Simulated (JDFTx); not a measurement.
# SiC (Moissanite) (P6_3mc) in JDFTx: relaxation of cell and atoms with PBE+D3

Aim: the relaxation of cell and atoms of SiC (Moissanite) with PBE+D3.

Program: JDFTx 1.7.0 (patched build). These are calculated values, not measurements. Logs are shortened: lines on timing, memory, paths and dates and some standing lists are left out, and cuts for length are marked. The log counts tension as positive stress, the text compression.

### Step 1. The structure

Symmetry: P6_3mc, No. 186, hexagonal system. The conventional cell has a = 3.076 Å, b = 3.076 Å, c = 5.048 Å, α = 90.00°, β = 90.00°, γ = 120.00°. Around Si (site symmetry 3m) lie 4 C at 1.87 to 1.94 Å. C (site symmetry 3m) is surrounded by 4 Si at 1.87 to 1.94 Å.

### Step 2. Relaxation of cell and atoms, PBE+D3

Input file SiC.in:

```
include SiC.lattice
coords-type Lattice
include SiC.ionpos

ion-species pseudo/Si.upf
ion-species pseudo/C.upf
elec-cutoff 41 328
elec-ex-corr gga-PBE
van-der-waals D3
kpoint-folding 10 10 5
elec-smearing Fermi 0.0018374661
elec-n-bands 14
electronic-SCF nIterations 100 energyDiffThreshold 1e-09
electronic-minimize nIterations 30 energyDiffThreshold 1e-7
forces-output-coords Cartesian
lattice-minimize nIterations 40 energyDiffThreshold 1e-6

dump-name run.$VAR
dump End Ecomponents EigStats BandEigs Kpoints Forces Stress ElecDensity Dtot KEdensity
```

Input file SiC.lattice:

```
lattice \
    5.8127975593    -2.9063987797     0.0000000000 \
    0.0000000000     5.0340303534     0.0000000000 \
    0.0000000000     0.0000000000     9.5393374771
```

Input file SiC.ionpos:

```
ion Si     0.6666666667     0.3333333333     0.5000000000 1
ion Si     0.3333333333     0.6666666667     0.0000000000 1
ion C      0.6666666667     0.3333333333     0.8850000000 1
ion C      0.3333333333     0.6666666667     0.3850000000 1
```

Potentials or basis: PseudoDojo-SR-PBE-0.5-standard.

Launch:

```sh
$ jdftx -c 1 -i SiC.in -o SiC.out
```

Output:

```text
*************** JDFTx 1.7.0 (patched build) ***************

Input parsed successfully to the following command list (including defaults):
[... the input with its defaults ...]

---------- Setting up symmetries ----------

Found 24 point-group symmetries of the bravais lattice
Found 12 space-group symmetries with basis
Applied RMS atom displacement 3.35602e-10 bohrs to make symmetries exact.

---------- Initializing the Grid ----------
R =
[       5.8128      -2.9064            0  ]
[            0      5.03403            0  ]
[            0            0      9.53934  ]
unit cell volume = 279.138
G =
[    1.08092   0.624071         -0  ]
[          0    1.24814          0  ]
[          0         -0   0.658661  ]
Minimum fftbox size, Smin = [  48  48  80  ]
Chosen fftbox size, S = [  48  48  80  ]

---------- Initializing tighter grid for wavefunction operations ----------
R =
[       5.8128      -2.9064            0  ]
[            0      5.03403            0  ]
[            0            0      9.53934  ]
unit cell volume = 279.138
G =
[    1.08092   0.624071         -0  ]
[          0    1.24814          0  ]
[          0         -0   0.658661  ]
Minimum fftbox size, Smin = [  36  36  56  ]
Chosen fftbox size, S = [  36  36  56  ]

---------- Exchange Correlation functional ----------
Initalized PBE GGA exchange.
Initalized PBE GGA correlation.

---------- Setting up pseudopotentials ----------
Width of ionic core gaussian charges (only for fluid interactions / plotting) set to 0

Reading pseudopotential file 'pseudo/Si.upf':
  'Si' pseudopotential, 'PBE' functional
  Generated using ONCVPSP code by D. R. Hamann
  4 valence electrons, 2 orbitals, 6 projectors, 1001 radial grid points, with lMax = 2
    3S    l: 0   occupation:  2.0   eigenvalue: -0.397365
    3P    l: 1   occupation:  2.0   eigenvalue: -0.149981
  Core radius for overlap checks: 1.86 bohrs.

Reading pseudopotential file 'pseudo/C.upf':
  'C' pseudopotential, 'PBE' functional
  Generated using ONCVPSP code by D. R. Hamann
  4 valence electrons, 2 orbitals, 4 projectors, 1001 radial grid points, with lMax = 1
    2S    l: 0   occupation:  2.0   eigenvalue: -0.505335
    2P    l: 1   occupation:  2.0   eigenvalue: -0.194238
  Core radius for overlap checks: 1.21 bohrs.

Initialized 2 species with 4 total atoms.

Folded 1 k-points by 10x10x5 to 500 k-points.

---------- Setting up k-points, bands, fillings ----------
Adding inversion symmetry to k-mesh for non-inversion-symmetric unit cell.
Reduced to 42 k-points under symmetry.
Computing the number of bands and number of electrons
Calculating initial fillings.
nElectrons:  16.000000   nBands: 14   nStates: 42

----- Setting up reduced wavefunction bases (one per k-point) -----
average nbasis = 3499.894 , ideal nbasis = 3500.169

Initializing DFT-D3 calculator:
	Parameters set for gga-PBE functional
	s6:  1.000  s_r6:  1.217
	s8:  0.722  s_r8:  1.000
	Per-atom parameters loaded for:
	Si:  sqrtQ[a0]:  4.883  Rcov[a0]:  1.965  CN: [ 0.00 0.95 1.94 2.94 3.87 ]
	 C:  sqrtQ[a0]:  3.105  Rcov[a0]:  1.417  CN: [ 0.00 0.99 2.00 3.00 3.98 ]

---------- Setting up ewald sum ----------
Optimum gaussian width for ewald sums = 2.069378 bohr.
Real space sum over 1089 unit cells with max indices [  5  5  4  ]
Reciprocal space sum over 2873 terms with max indices [  6  6  8  ]

Computing DFT-D3 correction:
# coordination-number Si 6.075 6.075
# coordination-number C 4.065 4.065
# diagonal-C6 Si 149.77 149.77
# diagonal-C6 C 18.28 18.28
EvdW_6 =   -0.011253
EvdW_8 =   -0.010073

---------- Allocating electronic variables ----------
Initializing wave functions:  linear combination of atomic orbitals
Si pseudo-atom occupations:   s ( 2 )  p ( 2 )
C pseudo-atom occupations:   s ( 2 )  p ( 2 )
	FillingsUpdate:  mu: +0.526522728  nElectrons: 16.000000
LCAOMinimize: Iter:   0  F: -19.0668401710355511  |grad|_K:  8.231e-03  alpha:  1.000e+00
	FillingsUpdate:  mu: +0.488587114  nElectrons: 16.000000
LCAOMinimize: Iter:   1  F: -19.2525306189086862  |grad|_K:  1.852e-04  alpha:  4.288e-01  linmin: -6.124e-01  cgtest:  9.104e-01
LCAOMinimize: Encountered beta<0, resetting CG.
[... 5 lines of inner loops ...]
LCAOMinimize: Iter:   4  F: -19.2526344388991291  |grad|_K:  1.550e-07  alpha:  7.930e-01  linmin: -6.411e-06  cgtest:  3.279e-03
	FillingsUpdate:  mu: +0.488223157  nElectrons: 16.000000
LCAOMinimize: Iter:   5  F: -19.2526344389731747  |grad|_K:  4.263e-08  alpha:  5.048e-01  linmin:  4.183e-03  cgtest: -7.855e-03
LCAOMinimize: Converged (|Delta F|<1.000000e-06 for 2 iters).

--------- Lattice Minimization ---------

Computing DFT-D3 correction:
# coordination-number Si 6.075 6.075
# coordination-number C 4.065 4.065
# diagonal-C6 Si 149.77 149.77
# diagonal-C6 C 18.28 18.28
EvdW_6 =   -0.011253
EvdW_8 =   -0.010073

-------- Electronic minimization -----------
Will mix electronic density at each iteration.
	FillingsUpdate:  mu: +0.488223157  nElectrons: 16.000000
	FillingsUpdate:  mu: +0.407256893  nElectrons: 16.000000
SCF: Cycle:  0   F: -19.418963107608548   dF: -1.663e-01   |Residual|: 8.553e-02   |deigs|: 6.759e-02
	FillingsUpdate:  mu: +0.403232255  nElectrons: 16.000000
SCF: Cycle:  1   F: -19.422689532973418   dF: -3.726e-03   |Residual|: 4.710e-02   |deigs|: 4.685e-03
	FillingsUpdate:  mu: +0.403397469  nElectrons: 16.000000
SCF: Cycle:  2   F: -19.423003061786957   dF: -3.135e-04   |Residual|: 7.857e-03   |deigs|: 1.573e-03
	FillingsUpdate:  mu: +0.404481180  nElectrons: 16.000000
SCF: Cycle:  3   F: -19.423075969328828   dF: -7.291e-05   |Residual|: 5.748e-03   |deigs|: 1.082e-03
	FillingsUpdate:  mu: +0.404388573  nElectrons: 16.000000
SCF: Cycle:  4   F: -19.423092174051661   dF: -1.620e-05   |Residual|: 1.377e-03   |deigs|: 2.297e-04
	FillingsUpdate:  mu: +0.404452571  nElectrons: 16.000000
SCF: Cycle:  5   F: -19.423093168802293   dF: -9.948e-07   |Residual|: 1.105e-03   |deigs|: 1.182e-04
	FillingsUpdate:  mu: +0.404518231  nElectrons: 16.000000
SCF: Cycle:  6   F: -19.423094392432173   dF: -1.224e-06   |Residual|: 2.409e-04   |deigs|: 8.473e-05
	FillingsUpdate:  mu: +0.404529633  nElectrons: 16.000000
SCF: Cycle:  7   F: -19.423094527076724   dF: -1.346e-07   |Residual|: 6.565e-05   |deigs|: 4.189e-05
	FillingsUpdate:  mu: +0.404531684  nElectrons: 16.000000
SCF: Cycle:  8   F: -19.423094563802728   dF: -3.673e-08   |Residual|: 2.003e-05   |deigs|: 3.344e-05
	FillingsUpdate:  mu: +0.404536042  nElectrons: 16.000000
SCF: Cycle:  9   F: -19.423094579263807   dF: -1.546e-08   |Residual|: 1.542e-05   |deigs|: 3.664e-05
	FillingsUpdate:  mu: +0.404536501  nElectrons: 16.000000
SCF: Cycle: 10   F: -19.423094583822579   dF: -4.559e-09   |Residual|: 2.082e-05   |deigs|: 3.095e-05
	FillingsUpdate:  mu: +0.404534438  nElectrons: 16.000000
SCF: Cycle: 11   F: -19.423094586467844   dF: -2.645e-09   |Residual|: 3.921e-06   |deigs|: 3.598e-05
	FillingsUpdate:  mu: +0.404534071  nElectrons: 16.000000
SCF: Cycle: 12   F: -19.423094587100149   dF: -6.323e-10   |Residual|: 1.636e-06   |deigs|: 2.904e-05
	FillingsUpdate:  mu: +0.404533900  nElectrons: 16.000000
SCF: Cycle: 13   F: -19.423094587382487   dF: -2.823e-10   |Residual|: 1.014e-06   |deigs|: 4.004e-05
SCF: Converged (|Delta E|<1.000000e-09 for 2 iters).

Setting wave functions to eigenvectors of Hamiltonian

Computing DFT-D3 correction:
# coordination-number Si 6.075 6.075
# coordination-number C 4.065 4.065
# diagonal-C6 Si 149.77 149.77
# diagonal-C6 C 18.28 18.28
EvdW_6 =   -0.011253
EvdW_8 =   -0.010073
# Lattice vectors:
R =
[       5.8128      -2.9064            0  ]
[            0      5.03403            0  ]
[            0            0      9.53934  ]
unit cell volume = 279.138

# Strain tensor in Cartesian coordinates:
[            0            0            0  ]
[            0            0            0  ]
[            0            0            0  ]

# Stress tensor in Cartesian coordinates [Eh/a0^3]:
[ -0.000111262            0            0  ]
[            0 -0.000111262            0  ]
[            0            0  6.09224e-05  ]

# Ionic positions in lattice coordinates:
ion Si   0.666666666666667   0.333333333333333   0.500000000000000 1
ion Si   0.333333333333333   0.666666666666667   0.000000000000000 1
ion C   0.666666666666667   0.333333333333333   0.885000000000000 1
ion C   0.333333333333333   0.666666666666667   0.385000000000000 1

# Forces in Cartesian coordinates:
force Si   0.000000000000000   0.000000000000000   0.014665844129504 1
force Si   0.000000000000000  -0.000000000000000   0.014665844129504 1
force C   0.000000000000000   0.000000000000000  -0.014664914391554 1
force C   0.000000000000000  -0.000000000000000  -0.014664914391554 1

# Energy components:
   Eewald =      -20.8945946025858653
       EH =        2.3738219630939712
     Eloc =       -6.7675990303332076
      Enl =        0.5172255901126553
     EvdW =       -0.0213260365619323
      Exc =       -7.5627895146640602
 Exc_core =        1.1364993495173057
       KE =       11.7956676940386629
-------------------------------------
     Etot =      -19.4230945873824687
       TS =        0.0000000000000187
-------------------------------------
        F =      -19.4230945873824865

LatticeMinimize: Iter:   0  F: -19.423094587382487  |grad|_K:  3.020e-02

#--- Lowdin population analysis ---
# oxidation-state Si +1.109 +1.109
# oxidation-state C -1.035 -1.035

Computing DFT-D3 correction:
# coordination-number Si 6.067 6.067
# coordination-number C 4.065 4.065
# diagonal-C6 Si 149.77 149.77
# diagonal-C6 C 18.28 18.28
EvdW_6 =   -0.011246
EvdW_8 =   -0.010054

-------- Electronic minimization -----------
Will mix electronic density at each iteration.
	FillingsUpdate:  mu: +0.404533900  nElectrons: 16.000000
	FillingsUpdate:  mu: +0.401314366  nElectrons: 16.000000
SCF: Cycle:  0   F: -19.423850618956664   dF: -2.124e-04   |Residual|: 3.665e-03   |deigs|: 1.125e-04
	FillingsUpdate:  mu: +0.401412163  nElectrons: 16.000000
SCF: Cycle:  1   F: -19.423856618027088   dF: -5.999e-06   |Residual|: 1.890e-03   |deigs|: 9.911e-05
	FillingsUpdate:  mu: +0.401541316  nElectrons: 16.000000
SCF: Cycle:  2   F: -19.423858405501797   dF: -1.787e-06   |Residual|: 2.749e-04   |deigs|: 8.418e-05
	FillingsUpdate:  mu: +0.401546856  nElectrons: 16.000000
SCF: Cycle:  3   F: -19.423858631922599   dF: -2.264e-07   |Residual|: 1.278e-04   |deigs|: 2.270e-05
	FillingsUpdate:  mu: +0.401550646  nElectrons: 16.000000
SCF: Cycle:  4   F: -19.423858696821036   dF: -6.490e-08   |Residual|: 4.374e-05   |deigs|: 1.230e-05
	FillingsUpdate:  mu: +0.401546545  nElectrons: 16.000000
SCF: Cycle:  5   F: -19.423858719296071   dF: -2.248e-08   |Residual|: 1.207e-05   |deigs|: 1.186e-05
	FillingsUpdate:  mu: +0.401546644  nElectrons: 16.000000
SCF: Cycle:  6   F: -19.423858727895226   dF: -8.599e-09   |Residual|: 8.025e-06   |deigs|: 1.092e-05
	FillingsUpdate:  mu: +0.401546082  nElectrons: 16.000000
SCF: Cycle:  7   F: -19.423858730830794   dF: -2.936e-09   |Residual|: 3.960e-06   |deigs|: 1.044e-05
	FillingsUpdate:  mu: +0.401546285  nElectrons: 16.000000
SCF: Cycle:  8   F: -19.423858731844312   dF: -1.014e-09   |Residual|: 2.655e-06   |deigs|: 1.159e-05
	FillingsUpdate:  mu: +0.401546246  nElectrons: 16.000000
SCF: Cycle:  9   F: -19.423858732200152   dF: -3.558e-10   |Residual|: 3.015e-06   |deigs|: 1.518e-05
	FillingsUpdate:  mu: +0.401546523  nElectrons: 16.000000
SCF: Cycle: 10   F: -19.423858732344407   dF: -1.443e-10   |Residual|: 4.950e-06   |deigs|: 2.441e-05
SCF: Converged (|Delta E|<1.000000e-09 for 2 iters).

Setting wave functions to eigenvectors of Hamiltonian

Computing DFT-D3 correction:
# coordination-number Si 6.067 6.067
# coordination-number C 4.065 4.065
# diagonal-C6 Si 149.77 149.77
# diagonal-C6 C 18.28 18.28
EvdW_6 =   -0.011246
EvdW_8 =   -0.010054
# Lattice vectors:
R =
[      5.81702     -2.90851            0  ]
[ -4.19816e-14      5.03769            0  ]
[            0            0      9.53554  ]
unit cell volume = 279.433

# Strain tensor in Cartesian coordinates:
[  0.000727142            0            0  ]
[            0  0.000727142            0  ]
[            0            0 -0.000398153  ]

# Stress tensor in Cartesian coordinates [Eh/a0^3]:
[ -7.37214e-05            0            0  ]
[            0 -7.37214e-05            0  ]
[            0            0   2.5279e-05  ]

# Ionic positions in lattice coordinates:
ion Si   0.666666666666667   0.333333333333333   0.501537358259495 1
ion Si   0.333333333333333   0.666666666666667   0.001537358259495 1
ion C   0.666666666666667   0.333333333333333   0.883462641740505 1
ion C   0.333333333333333   0.666666666666667   0.383462641740505 1
[... 487 lines left out ...]
Computing DFT-D3 correction:
# coordination-number Si 6.023 6.023
# coordination-number C 4.061 4.061
# diagonal-C6 Si 149.77 149.77
# diagonal-C6 C 18.28 18.28
EvdW_6 =   -0.011201
EvdW_8 =   -0.009989
# Lattice vectors:
R =
[        5.825      -2.9125            0  ]
[ -1.21356e-13       5.0446            0  ]
[            0            0       9.5569  ]
unit cell volume = 280.827

# Strain tensor in Cartesian coordinates:
[   0.00209887 -2.11487e-14            0  ]
[ -2.08773e-14   0.00209887            0  ]
[            0            0   0.00184072  ]

# Stress tensor in Cartesian coordinates [Eh/a0^3]:
[ -1.62867e-07            0            0  ]
[            0 -1.62867e-07            0  ]
[            0            0   1.1082e-06  ]

# Ionic positions in lattice coordinates:
ion Si   0.666666666666667   0.333333333333333   0.504559682645927 1
ion Si   0.333333333333333   0.666666666666667   0.004559682645927 1
ion C   0.666666666666667   0.333333333333333   0.880440317354073 1
ion C   0.333333333333333   0.666666666666667   0.380440317354073 1

# Forces in Cartesian coordinates:
force Si  -0.000000000000000   0.000000000000000  -0.000001198781165 1
force Si   0.000000000000000  -0.000000000000000  -0.000001198781165 1
force C   0.000000000000000   0.000000000000000  -0.000000178825028 1
force C   0.000000000000000   0.000000000000000  -0.000000178825028 1

# Energy components:
   Eewald =      -20.8622064232588293
       EH =        2.3719037034739565
     Eloc =       -6.7786439316868101
      Enl =        0.5199495217697608
     EvdW =       -0.0211903829506041
      Exc =       -7.5523812952109584
 Exc_core =        1.1364990112322013
       KE =       11.7616104232292145
-------------------------------------
     Etot =      -19.4244593734020690
       TS =        0.0000000000000381
-------------------------------------
        F =      -19.4244593734021080

LatticeMinimize: Iter:   7  F: -19.424459373402108  |grad|_K:  4.865e-05  alpha:  1.000e+00  linmin: -4.182e-02
LatticeMinimize: Converged (|Delta F|<1.000000e-06 for 2 iters).

#--- Lowdin population analysis ---
# oxidation-state Si +1.101 +1.101
# oxidation-state C -1.027 -1.027

Dumping 'run.eigStats' ...
	eMin: -0.218822 at state 0 ( [ +0.000000 +0.000000 +0.000000 ] spin 0 )
	HOMO: +0.351685 at state 0 ( [ +0.000000 +0.000000 +0.000000 ] spin 0 )
	mu  : +0.396220
	LUMO: +0.441795 at state 39 ( [ +0.300000 +0.300000 +0.000000 ] spin 0 )
	eMax: +0.754337 at state 17 ( [ +0.000000 +0.500000 +0.400000 ] spin 0 )
	HOMO-LUMO gap: +0.090110
	Optical gap  : +0.145812 at state 15 ( [ +0.000000 +0.500000 +0.000000 ] spin 0 )
Done!
[note: mu as printed may lie anywhere between the filled and the empty levels]
```

Run time: 6.9 min. Hardware: 1 thread of Arm Neoverse V1, shared host; peak memory 0.21 GiB.

Results:

```yaml
Free_energy: -528.5665 eV
Relaxed_volume: 10.40 Å³/atom
Relaxed_cell: a = 3.082 Å, b = 3.082 Å, c = 5.057 Å, α = 90.00°, β = 90.00°, γ = 120.00°
Space_group_after_relaxing_to_0.05_Å: P6_3mc (No. 186)
Energy_gained_by_relaxing: 9.3 meV/atom
Ionic_steps: 8
Pressure_after_relaxing: 0.0 GPa
Band_gap_on_the_k_mesh: 2.45 eV, indirect (least direct gap 3.97 eV)
Loewdin_charges: Si +1.10; C -1.03 e
```

The path:
| step | energy change (eV) | largest force (eV/Å) | pressure (GPa) | volume (Å³) |
| --- | --- | --- | --- | --- |
| 1 | 0.0000 | 0.7541 | 1.58 | 41.36 |
| 2 | -0.0208 | 0.5084 | 1.20 | 41.41 |
| 3 | -0.0368 | 0.0154 | 0.45 | 41.53 |
| 4 | -0.0370 | 0.0060 | 0.28 | 41.56 |
| 5 | -0.0371 | 0.0073 | 0.12 | 41.59 |
| 6 | -0.0371 | 0.0082 | -0.02 | 41.62 |
| 7 | -0.0371 | 0.0031 | -0.02 | 41.62 |
| 8 | -0.0371 | 0.0001 | -0.01 | 41.61 |

Final structure:
```yaml
crystal:
  lattice:
    - [3.08246, 0.00000, 0.00000]
    - [-1.54123, 2.66949, 0.00000]
    - [0.00000, 0.00000, 5.05729]
  atoms:
    - { symbol: Si, position: [0.66667, 0.33333, 0.50456] }
    - { symbol: Si, position: [0.33333, 0.66667, 0.00456] }
    - { symbol: C, position: [0.66667, 0.33333, 0.88044] }
    - { symbol: C, position: [0.33333, 0.66667, 0.38044] }
```

Levels at points of the mesh, in eV from the valence-band top:
| k point | band 4 | band 5 | band 6 | band 7 | band 8 | band 9 | band 10 |
| --- | --- | --- | --- | --- | --- | --- | --- |
| (0.00, 0.00, 0.00) | -1.32 | -1.32 | -0.11 | 0.00 | 0.00 | 4.75 | 6.14 |
| (0.00, 0.50, 0.00) | -6.28 | -5.41 | -3.31 | -3.27 | -1.19 | 2.77 | 4.23 |

Caveat: an odd mesh through Γ misses points on the zone boundary, where band edges often lie.
